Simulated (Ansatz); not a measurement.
# C: the cell at several levels of theory, part 3 of 3

Ansatz 0.2.0, plane waves. The steps go on from the part before.

### Step 4. Relaxation with PBE-D4

File input.yaml:

```yaml
crystal:
  lattice:
    - [1.2323497557, 0.7114974632, 6.9769942319]
    - [-1.2323497557, 0.7114974632, 6.9769942319]
    - [0.0, -1.4229949264, 6.9769942319]
  atoms:
    - { symbol: C, position: [0.9189884061, 0.9189884061, 0.9189884061] }
    - { symbol: C, position: [0.2523084587, 0.2523084587, 0.2523084587] }
    - { symbol: C, position: [0.7476915413, 0.7476915413, 0.7476915413] }
    - { symbol: C, position: [0.0810115939, 0.0810115939, 0.0810115939] }
kpoints:
  mp_grid: { grid: [10, 10, 10] }
hamiltonian:
  xc: pbe
  dispersion: d4
scf:
  occupations: { method: fermi_dirac, width: 0.02 }
relax:
  f_tol: 0.005
  cell: {}
```

Started as:

```bash
> ansatz run input.yaml --threads 2 --pin off --max-ram 20275MiB --backend cpu --events-out ev --progress --plain --runs-dir out
```

The program printed:

```text
basis.fft_grid_basis auto: the FFT boxes are laid along the combinations [[1, 0, -1], [0, 1, -1], [0, 0, 1]] of the cell's own vectors, 2.465, 2.465 and 7.121 Å long. The dense box has 18×18×48 points. Along the cell's own vectors, as sized, it would have 48×48×48, 7.11 times as many. Of the 12 symmetry operations that the crystal satisfies within crystal.symmetry.tolerance (time reversal apart; of a slab, those that keep its plane) the dense box along the cell's own vectors carries 12, and the one as laid loses 8 of those. basis.fft_grid_basis: typed keeps the cell's own vectors: state it where this run's energies or levels are differenced outside the engine with another run's, or held beside a run that keeps those vectors.
Engine: ansatz 0.2.0, x86_64-unknown-linux-gnu
Pseudopotentials: kind: paw
Pseudopotential: C, paw, valence charge 4, recommended cutoff 420 eV (normal), C.paw.azcp
Functional definition: PBE
  parameter kappa = 0.804
  parameter beta = 0.06672455060314922
  exchange = pbe_x(kappa = kappa, mu = beta*pi^2/3)
  correlation = pbe_c(beta = beta)
Crystal: 4 atoms, lattice volume = 36.705 Å³
Basis set: ecut = 420 eV, 695 PW (Γ), FFT grids on a1−a3, a2−a3, a3, exchange–correlation on 36×36×96 points (8 copies of the dense FFT grid, shifted against one another)
Bands: 12, of which v1, the nominal top of the filled ones, is band 8 counted from 1 (7 counted from 0)
Symmetry: 12 space group operations
Space group: R-3m (ITA 166), of the structure as read, at distance tolerance 3.3e-5 Å
k-points: 116 of 1000
Non-local potential: C, projectors of the file, l = 0: 2, l = 1: 2, l = 2: 1
PAW form: soft (Blöchl's): semilocal exchange-correlation on the pseudo side does not see the compensation charge
PAW one-centre angular grid: C, 110 points (default); XC on 64 Gauss nodes
Initial density: superposition of atomic densities (neutral atoms: chi_scale 0, normalization atom), corrected by the library's trained network
Initial wavefunctions: pseudopotential atomic-orbital guess
Functional: x = pbe(κ = 0.804, μ = 0.2195149727645171), c = pbe(β = 0.06672455060314922)
SCF iter   1: F=—  HF=-1004.402564 eV  |F-HF|=—  |Δ(HF+E_count)|=         —  Δρ=2.85e-3  dr2=3.69e-3  ethr=1.77e-3  ⟨swp⟩=6.0  Hψ=8084  notcnv=0
preconditioner: auto → none  [insulator: Δε(μ)=1.195 eV  Ē_g=15.692 eV  σ=0.020 eV  W_gap=1.00  n_scr=4 (ndim 8)  ℏωp=24.5 eV  f_vac=0.031  D(μ)=0.00/eV (n_scr^D=0)  ε∞_Penn≈3.4]
SCF iter   2: F=—  HF=-1004.402140 eV  |F-HF|=—  |Δ(HF+E_count)|=   4.23e-4  Δρ=1.13e-3  dr2=3.80e-4  ethr=2.31e-5  ⟨swp⟩=2.9  Hψ=3618  notcnv=0
SCF iter   3: F=—  HF=-1004.402310 eV  |F-HF|=—  |Δ(HF+E_count)|=   1.70e-4  Δρ=4.58e-4  dr2=1.53e-4  ethr=2.38e-6  ⟨swp⟩=2.1  Hψ=2485  notcnv=0
SCF iter   4: F=—  HF=-1004.402295 eV  |F-HF|=—  |Δ(HF+E_count)|=   1.53e-5  Δρ=2.31e-4  dr2=4.52e-6  ethr=9.57e-7  ⟨swp⟩=2.1  Hψ=1874  notcnv=0
SCF iter   5: F=—  HF=-1004.402266 eV  |F-HF|=—  |Δ(HF+E_count)|=   2.91e-5  Δρ=4.62e-5  dr2=5.72e-7  ethr=2.82e-8  ⟨swp⟩=2.0  Hψ=2306  notcnv=0
SCF iter   6: F=-1004.402266 eV  HF=-1004.402266 eV  |F-HF|=2.83e-8  |Δ(HF+E_count)|=   7.58e-8  Δρ=8.89e-6  dr2=1.49e-8  ethr=6.25e-10  ⟨swp⟩=5.0  Hψ=5227  notcnv=0
SCF 1 converged in 6 iterations: F = -1004.402266 eV  dr2 = 1.49e-8
relax step   1: F+E_penalty+E_count = -1004.40226589 eV  Δ(F+E_penalty+E_count) = +0.000e0 eV  max|allowed force component| = 1.388e-3 eV/Å  Δτ_max = 0.0000 Å  P = -1.657 GPa  Ω = 36.705 Å³  (6 SCF iters, dr2 threshold 1.00e-7 eV, accepted)
Crystal: 4 atoms, lattice volume = 36.325 Å³
Initial density: handed on by an earlier stage of this run
Initial wavefunctions: those handed on with the density
iter 1 solved again at ethr=5.79e-5 eV; its pass at ethr=3.10e-3 eV (dr2=9.26e-3 eV) is discarded
SCF iter   1: F=—  HF=-1004.407635 eV  |F-HF|=—  |Δ(HF+E_count)|=         —  Δρ=5.35e-3  dr2=9.25e-3  ethr=5.79e-5  ⟨swp⟩=1.1  Hψ=10755  notcnv=0
preconditioner: auto → none  [insulator: Δε(μ)=1.167 eV  Ē_g=15.728 eV  σ=0.020 eV  W_gap=1.00  n_scr=4 (ndim 8)  ℏωp=24.6 eV  f_vac=0.035  D(μ)=0.00/eV (n_scr^D=0)  ε∞_Penn≈3.5]
SCF iter   2: F=—  HF=-1004.405377 eV  |F-HF|=—  |Δ(HF+E_count)|=   2.26e-3  Δρ=1.81e-3  dr2=2.22e-3  ethr=5.78e-5  ⟨swp⟩=2.6  Hψ=2490  notcnv=0
SCF iter   3: F=—  HF=-1004.404854 eV  |F-HF|=—  |Δ(HF+E_count)|=   5.23e-4  Δρ=1.22e-3  dr2=2.51e-4  ethr=1.39e-5  ⟨swp⟩=2.1  Hψ=2325  notcnv=0
SCF iter   4: F=—  HF=-1004.404757 eV  |F-HF|=—  |Δ(HF+E_count)|=   9.69e-5  Δρ=3.79e-4  dr2=1.94e-5  ethr=1.57e-6  ⟨swp⟩=2.1  Hψ=2083  notcnv=0
SCF iter   5: F=-1004.404757 eV  HF=-1004.404757 eV  |F-HF|=1.00e-7  |Δ(HF+E_count)|=   1.75e-7  Δρ=5.98e-5  dr2=3.98e-7  ethr=2.50e-9  ⟨swp⟩=3.4  Hψ=5953  notcnv=0
SCF 2 converged in 5 iterations: F = -1004.404757 eV  dr2 = 3.98e-7
relax step   2: F+E_penalty+E_count = -1004.40475705 eV  Δ(F+E_penalty+E_count) = -2.491e-3 eV  max|allowed force component| = 8.437e-3 eV/Å  Δτ_max = 0.0137 Å  P = -0.521 GPa  Ω = 36.325 Å³  energy of the carried Pulay correction = +1.365e-3 eV  (5 SCF iters, dr2 threshold 4.00e-7 eV, accepted)
Crystal: 4 atoms, lattice volume = 36.078 Å³
iter 1 solved again at ethr=1.93e-4 eV; its pass at ethr=3.10e-3 eV (dr2=3.08e-2 eV) is discarded
SCF iter   1: F=—  HF=-1004.414624 eV  |F-HF|=—  |Δ(HF+E_count)|=         —  Δρ=1.01e-2  dr2=3.11e-2  ethr=1.93e-4  ⟨swp⟩=1.0  Hψ=11497  notcnv=0
preconditioner: auto → none  [insulator: Δε(μ)=1.136 eV  Ē_g=15.751 eV  σ=0.020 eV  W_gap=1.00  n_scr=4 (ndim 8)  ℏωp=24.7 eV  f_vac=0.022  D(μ)=0.00/eV (n_scr^D=0)  ε∞_Penn≈3.5]
SCF iter   2: F=—  HF=-1004.407783 eV  |F-HF|=—  |Δ(HF+E_count)|=   6.84e-3  Δρ=3.43e-3  dr2=8.49e-3  ethr=1.93e-4  ⟨swp⟩=2.6  Hψ=2459  notcnv=0
SCF iter   3: F=—  HF=-1004.405735 eV  |F-HF|=—  |Δ(HF+E_count)|=   2.05e-3  Δρ=2.43e-3  dr2=8.48e-4  ethr=5.31e-5  ⟨swp⟩=2.2  Hψ=2366  notcnv=0
SCF iter   4: F=—  HF=-1004.405590 eV  |F-HF|=—  |Δ(HF+E_count)|=   1.45e-4  Δρ=5.22e-4  dr2=3.04e-5  ethr=5.30e-6  ⟨swp⟩=2.0  Hψ=2241  notcnv=0
SCF iter   5: F=—  HF=-1004.405578 eV  |F-HF|=—  |Δ(HF+E_count)|=   1.20e-5  Δρ=6.05e-5  dr2=4.07e-7  ethr=1.90e-7  ⟨swp⟩=2.7  Hψ=2317  notcnv=0
SCF iter   6: F=-1004.405578 eV  HF=-1004.405578 eV  |F-HF|=1.18e-7  |Δ(HF+E_count)|=   2.21e-7  Δρ=2.36e-5  dr2=1.66e-7  ethr=2.50e-9  ⟨swp⟩=4.2  Hψ=4697  notcnv=0
SCF 3 converged in 6 iterations: F = -1004.405578 eV  dr2 = 1.66e-7
relax step   3: F+E_penalty+E_count = -1004.40557828 eV  Δ(F+E_penalty+E_count) = -8.212e-4 eV  max|allowed force component| = 1.029e-2 eV/Å  Δτ_max = 0.0271 Å  P = +0.344 GPa  Ω = 36.078 Å³  energy of the carried Pulay correction = +2.254e-3 eV  (6 SCF iters, dr2 threshold 4.00e-7 eV, rejected (line search))
Crystal: 4 atoms, lattice volume = 36.264 Å³
iter 1 solved again at ethr=4.94e-5 eV; its pass at ethr=3.10e-3 eV (dr2=7.90e-3 eV) is discarded
SCF iter   1: F=—  HF=-1004.407626 eV  |F-HF|=—  |Δ(HF+E_count)|=         —  Δρ=5.13e-3  dr2=8.08e-3  ethr=4.94e-5  ⟨swp⟩=1.0  Hψ=10669  notcnv=0
preconditioner: auto → none  [insulator: Δε(μ)=1.163 eV  Ē_g=15.728 eV  σ=0.020 eV  W_gap=1.00  n_scr=4 (ndim 8)  ℏωp=24.7 eV  f_vac=0.034  D(μ)=0.00/eV (n_scr^D=0)  ε∞_Penn≈3.5]
SCF iter   2: F=—  HF=-1004.405829 eV  |F-HF|=—  |Δ(HF+E_count)|=   1.80e-3  Δρ=1.74e-3  dr2=2.16e-3  ethr=4.94e-5  ⟨swp⟩=2.5  Hψ=2453  notcnv=0
SCF iter   3: F=—  HF=-1004.405315 eV  |F-HF|=—  |Δ(HF+E_count)|=   5.13e-4  Δρ=1.24e-3  dr2=2.27e-4  ethr=1.35e-5  ⟨swp⟩=2.1  Hψ=2325  notcnv=0
SCF iter   4: F=—  HF=-1004.405278 eV  |F-HF|=—  |Δ(HF+E_count)|=   3.74e-5  Δρ=2.74e-4  dr2=8.61e-6  ethr=1.42e-6  ⟨swp⟩=2.0  Hψ=2185  notcnv=0
SCF iter   5: F=—  HF=-1004.405240 eV  |F-HF|=—  |Δ(HF+E_count)|=   3.80e-5  Δρ=3.80e-5  dr2=1.42e-7  ethr=5.38e-8  ⟨swp⟩=2.7  Hψ=2211  notcnv=0
SCF iter   6: F=—  HF=-1004.405240 eV  |F-HF|=—  |Δ(HF+E_count)|=   1.99e-7  Δρ=1.28e-5  dr2=4.92e-8  ethr=8.91e-10  ⟨swp⟩=2.0  Hψ=2275  notcnv=0
SCF iter   7: F=—  HF=-1004.405240 eV  |F-HF|=—  |Δ(HF+E_count)|=   1.15e-8  Δρ=9.68e-7  dr2=1.58e-10  ethr=3.07e-10  ⟨swp⟩=2.4  Hψ=2286  notcnv=0
SCF iter   8: F=-1004.405240 eV  HF=-1004.405240 eV  |F-HF|=5.68e-11  |Δ(HF+E_count)|=  6.21e-10  Δρ=2.47e-7  dr2=1.65e-11  ethr=1.00e-12  ⟨swp⟩=5.2  Hψ=5301  notcnv=0
SCF 4 converged in 8 iterations: F = -1004.405240 eV  dr2 = 1.65e-11
relax step   4: F+E_penalty+E_count = -1004.40524012 eV  Δ(F+E_penalty+E_count) = -4.831e-4 eV  max|allowed force component| = 2.476e-3 eV/Å  Δτ_max = 0.0135 Å  P = +0.083 GPa  Ω = 36.264 Å³  energy of the carried Pulay correction = +1.561e-3 eV  (8 SCF iters, accepted)
Crystal: 4 atoms, lattice volume = 36.227 Å³
iter 1 solved again at ethr=4.02e-7 eV; its pass at ethr=3.10e-3 eV (dr2=6.43e-5 eV) is discarded
SCF iter   1: F=—  HF=-1004.405458 eV  |F-HF|=—  |Δ(HF+E_count)|=         —  Δρ=4.50e-4  dr2=6.40e-5  ethr=4.02e-7  ⟨swp⟩=2.4  Hψ=11037  notcnv=0
preconditioner: auto → none  [insulator: Δε(μ)=1.157 eV  Ē_g=15.731 eV  σ=0.020 eV  W_gap=1.00  n_scr=4 (ndim 8)  ℏωp=24.7 eV  f_vac=0.031  D(μ)=0.00/eV (n_scr^D=0)  ε∞_Penn≈3.5]
SCF iter   2: F=—  HF=-1004.405403 eV  |F-HF|=—  |Δ(HF+E_count)|=   5.45e-5  Δρ=1.58e-4  dr2=1.78e-5  ethr=4.00e-7  ⟨swp⟩=2.1  Hψ=1976  notcnv=0
SCF iter   3: F=—  HF=-1004.405402 eV  |F-HF|=—  |Δ(HF+E_count)|=   1.15e-6  Δρ=1.12e-4  dr2=1.85e-6  ethr=1.11e-7  ⟨swp⟩=2.1  Hψ=1903  notcnv=0
SCF iter   4: F=—  HF=-1004.405402 eV  |F-HF|=—  |Δ(HF+E_count)|=   1.36e-7  Δρ=2.56e-5  dr2=7.98e-8  ethr=1.16e-8  ⟨swp⟩=2.0  Hψ=2187  notcnv=0
SCF iter   5: F=-1004.405402 eV  HF=-1004.405402 eV  |F-HF|=8.81e-10  |Δ(HF+E_count)|=   1.91e-8  Δρ=3.22e-6  dr2=1.06e-9  ethr=3.84e-10  ⟨swp⟩=4.0  Hψ=4445  notcnv=0
SCF 5 converged in 5 iterations: F = -1004.405402 eV  dr2 = 1.06e-9
relax step   5: F+E_penalty+E_count = -1004.40540185 eV  Δ(F+E_penalty+E_count) = -1.617e-4 eV  max|allowed force component| = 1.454e-3 eV/Å  Δτ_max = 0.0012 Å  P = +0.000 GPa  Ω = 36.227 Å³  energy of the carried Pulay correction = +1.705e-3 eV  (5 SCF iters, dr2 threshold 6.15e-8 eV, accepted)
Initial wavefunctions: pseudopotential atomic-orbital guess (no wavefunctions were taken with the density)
iter 1 solved again at ethr=1.49e-7 eV; its pass at ethr=3.10e-3 eV (dr2=2.39e-5 eV) is discarded
SCF iter   1: F=—  HF=-1004.403882 eV  |F-HF|=—  |Δ(HF+E_count)|=         —  Δρ=8.01e-5  dr2=3.27e-7  ethr=1.49e-7  ⟨swp⟩=3.7  Hψ=12134  notcnv=0
preconditioner: auto → none  [insulator: Δε(μ)=1.156 eV  Ē_g=15.730 eV  σ=0.020 eV  W_gap=1.00  n_scr=4 (ndim 8)  ℏωp=24.7 eV  f_vac=0.031  D(μ)=0.00/eV (n_scr^D=0)  ε∞_Penn≈3.5]
SCF iter   2: F=—  HF=-1004.403843 eV  |F-HF|=—  |Δ(HF+E_count)|=   3.83e-5  Δρ=4.03e-5  dr2=7.41e-8  ethr=2.04e-9  ⟨swp⟩=2.2  Hψ=2325  notcnv=0
SCF iter   3: F=—  HF=-1004.403844 eV  |F-HF|=—  |Δ(HF+E_count)|=   3.77e-7  Δρ=4.06e-6  dr2=1.51e-8  ethr=4.63e-10  ⟨swp⟩=2.0  Hψ=2320  notcnv=0
SCF iter   4: F=—  HF=-1004.403844 eV  |F-HF|=—  |Δ(HF+E_count)|=   2.26e-9  Δρ=1.89e-6  dr2=7.02e-10  ethr=9.44e-11  ⟨swp⟩=2.1  Hψ=1922  notcnv=0
SCF iter   5: F=-1004.403844 eV  HF=-1004.403844 eV  |F-HF|=3.59e-11  |Δ(HF+E_count)|=  6.57e-10  Δρ=4.07e-7  dr2=2.33e-11  ethr=1.00e-12  ⟨swp⟩=3.5  Hψ=5951  notcnv=0
SCF 6 converged in 5 iterations: F = -1004.403844 eV  dr2 = 2.33e-11
relax step   6: F+E_penalty+E_count = -1004.40384381 eV  Δ(F+E_penalty+E_count) = +1.558e-3 eV  max|allowed force component| = 1.510e-3 eV/Å  Δτ_max = 0.0000 Å  P = -0.066 GPa  Ω = 36.227 Å³  stress off target by 1.15e-1 GPa  SCF on the basis re-selected at this cell (its energy is not comparable with the rows above)  (5 SCF iters)
basis re-selected at this cell: Δ(F+E_penalty+E_count) = +1.558e-3 eV, ΔP = -0.066 GPa vs the last step (what re-selecting the basis moved, of the pressure what is left beyond the Pulay correction that the steps carried, after the strain that the cell walked since its last selection, with what the two solves' SCF thresholds leave and, on support functions, any second-order correction that the steps lacked; it is no measure of the basis error at this ecutwfc). This SCF's stress stands 1.15e-1 GPa from its target on what of the cell is left free (relax.cell.stress_tol is 5.00e-2 GPa) and its largest allowed force component is 1.51e-3 eV/Å (relax.f_tol is 5.00e-3 eV/Å): not within both, so this SCF does not close the relaxation
Crystal: 4 atoms, lattice volume = 36.136 Å³
iter 1 solved again at ethr=5.33e-7 eV; its pass at ethr=3.10e-3 eV (dr2=8.53e-5 eV) is discarded
SCF iter   1: F=—  HF=-1004.404277 eV  |F-HF|=—  |Δ(HF+E_count)|=         —  Δρ=3.50e-4  dr2=6.21e-5  ethr=5.33e-7  ⟨swp⟩=2.3  Hψ=11221  notcnv=0
preconditioner: auto → none  [insulator: Δε(μ)=1.145 eV  Ē_g=15.737 eV  σ=0.020 eV  W_gap=1.00  n_scr=4 (ndim 8)  ℏωp=24.7 eV  f_vac=0.029  D(μ)=0.00/eV (n_scr^D=0)  ε∞_Penn≈3.5]
SCF iter   2: F=—  HF=-1004.404217 eV  |F-HF|=—  |Δ(HF+E_count)|=   6.03e-5  Δρ=1.17e-4  dr2=5.19e-6  ethr=3.88e-7  ⟨swp⟩=2.5  Hψ=2227  notcnv=0
SCF iter   3: F=—  HF=-1004.404220 eV  |F-HF|=—  |Δ(HF+E_count)|=   2.66e-6  Δρ=3.99e-5  dr2=8.14e-7  ethr=3.24e-8  ⟨swp⟩=2.5  Hψ=2339  notcnv=0
SCF iter   4: F=—  HF=-1004.404220 eV  |F-HF|=—  |Δ(HF+E_count)|=   1.01e-7  Δρ=2.20e-5  dr2=9.00e-8  ethr=5.09e-9  ⟨swp⟩=2.2  Hψ=1910  notcnv=0
SCF iter   5: F=-1004.404220 eV  HF=-1004.404220 eV  |F-HF|=4.72e-10  |Δ(HF+E_count)|=   4.93e-8  Δρ=4.43e-6  dr2=3.96e-9  ethr=2.06e-10  ⟨swp⟩=4.8  Hψ=4668  notcnv=0
SCF 7 converged in 5 iterations: F = -1004.404220 eV  dr2 = 3.96e-9
relax step   7: F+E_penalty+E_count = -1004.40421958 eV  Δ(F+E_penalty+E_count) = -3.758e-4 eV  max|allowed force component| = 3.419e-4 eV/Å  Δτ_max = 0.0001 Å  P = -0.007 GPa  Ω = 36.136 Å³  energy of the carried Pulay correction = +3.401e-4 eV  (5 SCF iters, dr2 threshold 3.29e-8 eV, accepted)
iter 1 solved again at ethr=1.38e-7 eV; its pass at ethr=3.10e-3 eV (dr2=2.22e-5 eV) is discarded
SCF iter   1: F=—  HF=-1004.403915 eV  |F-HF|=—  |Δ(HF+E_count)|=         —  Δρ=1.90e-5  dr2=2.34e-8  ethr=1.38e-7  ⟨swp⟩=3.8  Hψ=12138  notcnv=0
preconditioner: auto → none  [insulator: Δε(μ)=1.144 eV  Ē_g=15.735 eV  σ=0.020 eV  W_gap=1.00  n_scr=4 (ndim 8)  ℏωp=24.7 eV  f_vac=0.029  D(μ)=0.00/eV (n_scr^D=0)  ε∞_Penn≈3.5]
SCF iter   2: F=—  HF=-1004.403878 eV  |F-HF|=—  |Δ(HF+E_count)|=   3.75e-5  Δρ=9.67e-6  dr2=5.82e-9  ethr=1.46e-10  ⟨swp⟩=3.1  Hψ=2682  notcnv=0
SCF iter   3: F=—  HF=-1004.403878 eV  |F-HF|=—  |Δ(HF+E_count)|=   2.69e-8  Δρ=3.31e-6  dr2=3.21e-9  ethr=3.63e-11  ⟨swp⟩=2.0  Hψ=2320  notcnv=0
SCF iter   4: F=—  HF=-1004.403878 eV  |F-HF|=—  |Δ(HF+E_count)|=  7.29e-10  Δρ=7.35e-7  dr2=5.83e-11  ethr=2.00e-11  ⟨swp⟩=2.4  Hψ=2140  notcnv=0
SCF iter   5: F=-1004.403878 eV  HF=-1004.403878 eV  |F-HF|=1.43e-11  |Δ(HF+E_count)|=  1.37e-10  Δρ=2.29e-7  dr2=6.33e-12  ethr=1.00e-12  ⟨swp⟩=4.7  Hψ=4755  notcnv=0
SCF 8 converged in 5 iterations: F = -1004.403878 eV  dr2 = 6.33e-12
relax step   8: F+E_penalty+E_count = -1004.40387804 eV  Δ(F+E_penalty+E_count) = +3.415e-4 eV  max|allowed force component| = 4.367e-4 eV/Å  Δτ_max = 0.0000 Å  P = -0.015 GPa  Ω = 36.136 Å³  stress off target by 3.39e-2 GPa  SCF on the basis re-selected at this cell (its energy is not comparable with the rows above)  (5 SCF iters)
basis re-selected at this cell: Δ(F+E_penalty+E_count) = +3.415e-4 eV, ΔP = -0.008 GPa vs the last step (what re-selecting the basis moved, of the pressure what is left beyond the Pulay correction that the steps carried, after the strain that the cell walked since its last selection, with what the two solves' SCF thresholds leave and, on support functions, any second-order correction that the steps lacked; it is no measure of the basis error at this ecutwfc). This SCF's stress stands 3.39e-2 GPa from its target on what of the cell is left free (relax.cell.stress_tol is 5.00e-2 GPa) and its largest allowed force component is 4.37e-4 eV/Å (relax.f_tol is 5.00e-3 eV/Å): within both
SCF converged after 5 iterations
Free energy (F): -1004.403878 eV
Harris-Foulkes:  -1004.403878 eV  (|F-HF|=1.43e-11)
Internal energy: -1004.403878 eV  (E = F + TS)
E sigma→0 (E₀):  -1004.403878 eV
Fermi energy:    6.808247 eV
--- Per-component energies (eV) ---
  E_band       = -38.674118
  E_kinetic    = 364.532576
  E_local      = -645.481740  (includes V_loc(G=0)·N_el)
  E_nonlocal   = 109.408586
  E_hartree    = 199.123192
  E_xc         = -192.264195
  E_vxc        = -238.066155  (∫ρ·V_xc dr)
  E_paw        = -397.457701  (= ΣΔE_a)
  E_vpaw       = -27.313772  (= ΣTr[D̂ρ^β])
  E_aug_tail   = 0.000030  (compensation charges beyond the density's cutoff)
  E_ewald      = -441.582576
  E_disp       = -0.682049  (pairwise vdW)
  E_smearing   = -0.000000  (= −TS)
  E_closure    = 0.000000  (closes the sum)
  Σ components = -1004.403878   (vs F -1004.403878, Δ=0.00e0)
--- Forces (eV/Å), atoms counted from 1 ---
  atom   1  C      0.00000000    -0.00000000     0.00043669
  atom   2  C      0.00000000     0.00000000    -0.00033626
  atom   3  C      0.00000000    -0.00000000     0.00033626
  atom   4  C      0.00000000     0.00000000    -0.00043669
  max |Σ_I F_I| component: 5.42e-20 eV/Å
--- Stress (GPa, compression-positive) ---
       -0.006073      -0.000000      -0.000000
       -0.000000      -0.006073      -0.000000
       -0.000000      -0.000000      -0.033925
  P = ⅓ Tr σ = -0.0154 GPa (-0.154 kbar)
--- Relaxed structure (6 steps of the walk, 5 accepted, 2 SCFs on fresh bases) ---
  F+E_penalty+E_count = -1004.40387804 eV   max|allowed force component| = 4.367e-4 eV/Å   (the final SCF, on the basis selected at the relaxed cell)
  cell:  # Å, volume = 36.1361 Å³
    - [1.2299077562017422, 0.7100875741214845, 6.8961351887319715]
    - [-1.2299077562017422, 0.7100875741214845, 6.8961351887319715]
    - [3.7951564956910533e-34, -1.420175148242969, 6.8961351887319715]
  atoms:
    - { symbol: C, position: [0.9190592413342319, 0.9190592413342319, 0.9190592413342319] }
    - { symbol: C, position: [0.25237813703077233, 0.25237813703077233, 0.25237813703077233] }
    - { symbol: C, position: [0.7476218629692277, 0.7476218629692277, 0.7476218629692277] }
    - { symbol: C, position: [0.08094075866576775, 0.08094075866576775, 0.08094075866576775] }
```

Run time: 8.9 s. Hardware: 2 threads of AMD EPYC 7R13 (Zen 3), shared host; peak memory 0.37 GiB.

Step by step:

```tsv
step	energy change (meV/atom)	largest force (eV/Å)	pressure (GPa)	volume (Å³/atom)
1	0.0	0.0014	-1.66	9.176
2	-0.6	0.0084	-0.52	9.081
3*	-0.8	0.0103	0.34	9.019
4	-0.7	0.0025	0.08	9.066
5	-0.8	0.0015	0.00	9.057
6	-0.4	0.0015	-0.07	9.057
7	-0.5	0.0003	-0.01	9.034
8	-0.4	0.0004	-0.02	9.034
```

A star marks a trial step that the optimiser took back.

Steps 6, 8 solve the same cell on a plane-wave basis chosen anew, so the energy can jump there without a move.

The table lists every geometry solved, with passes on a fresh basis, whose energies don't compare exactly with the rows above.

|  | before | after | change |
| --- | --- | --- | --- |
| a (Å) | 2.465 | 2.460 | -0.20 % |
| c (Å) | 20.931 | 20.688 | -1.16 % |
| volume (Å³/atom) | 9.176 | 9.034 | -1.55 % |
| shortest distance (Å) | 1.423 | 1.420 | -0.20 % |
| space group | R-3m | R-3m | same |

### Step 5. Results

This closing draws on all 3 parts.

| level | a (Å) | c (Å) | volume (Å³/atom) | space group | SCF geometries |
| --- | --- | --- | --- | --- | --- |
| PBE-D3(BJ) | 2.465 | 20.931 | 9.176 | R-3m | 15 |
| r2SCAN+rVV10 | 2.455 | 20.743 | 9.022 | R-3m | 5 |
| PBE-D4 | 2.460 | 20.688 | 9.034 | R-3m | 8 |

The first relaxation changed the volume by -15.9 % from the start. The volume runs from r2SCAN+rVV10 (least) to PBE-D3(BJ) (most), a spread of 1.7 %, or 0.6 % in length if all axes shared it alike.
